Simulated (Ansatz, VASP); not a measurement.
# Two plane-wave programs on SrCl2

INCAR

```
  PREC = Accurate
  ENCUT = 520
  EDIFF = 1E-6
  ISMEAR = 0
  SIGMA = 0.01
  LREAL = False
  LASPH = True
  NELM = 60
  ALGO = Normal
  ISIF = 2
  LWAVE = False
  LCHARG = True
  GGA = PE
  LELF = True
  LVHAR = True
  NBANDS = 19
```

The input KPOINTS:

```
regular mesh
0
Gamma
  4 4 4
```

The input POSCAR:

```
SrCl2
1.0
    2.4567214732      1.4183888039      4.0153159702
   -2.4567214732      1.4183888039      4.0153159702
    0.0000000000     -2.8367776077      4.0153159702
Sr Cl
1 2
Direct
    0.0000000000      0.0000000000      0.0000000000
    0.2499511378      0.2499511378      0.2499511378
    0.7500488622      0.7500488622      0.7500488622
```

Input for Ansatz:

```yaml
crystal:
  lattice:
    - [2.4567214732, 1.4183888039, 4.0153159702]
    - [-2.4567214732, 1.4183888039, 4.0153159702]
    - [0.0, -2.8367776077, 4.0153159702]
  atoms:
    - { symbol: Sr, position: [0.0, 0.0, 0.0] }
    - { symbol: Cl, position: [0.2499511378, 0.2499511378, 0.2499511378] }
    - { symbol: Cl, position: [0.7500488622, 0.7500488622, 0.7500488622] }
kpoints:
  mp_grid: { grid: [4, 4, 4] }
hamiltonian:
  xc: pbe
scf:
  occupations: { method: fixed }
  n_extra_bands: 4
output:
  forces: true
  stress: true
  eigenvalues: true
```

The cell was built by a generator and needn't be a form met in nature.

Alike in both runs: task single point; functional PBE; k mesh 4 × 4 × 4; no spin polarisation.

|  | VASP | Ansatz |
| --- | --- | --- |
| version | VASP 6.6.1 | Ansatz 0.2.0 |
| potentials or method | VASP PAW PBE potentials, release 64 (Sr_sv, Cl) | plane waves, PAW |
| plane-wave cutoff (eV) | 520 | 420 |
| occupations | gaussian, width 0.01 eV | fixed |
| valence electrons in the cell | 24 | 24 |

```tsv
	VASP	Ansatz	Ansatz less VASP
gap on the k mesh at the Fermi level (eV)	5.38	5.39	+0.005
pressure (GPa)	1.5	1.4	-0.10
```

A k mesh can miss the band edges.
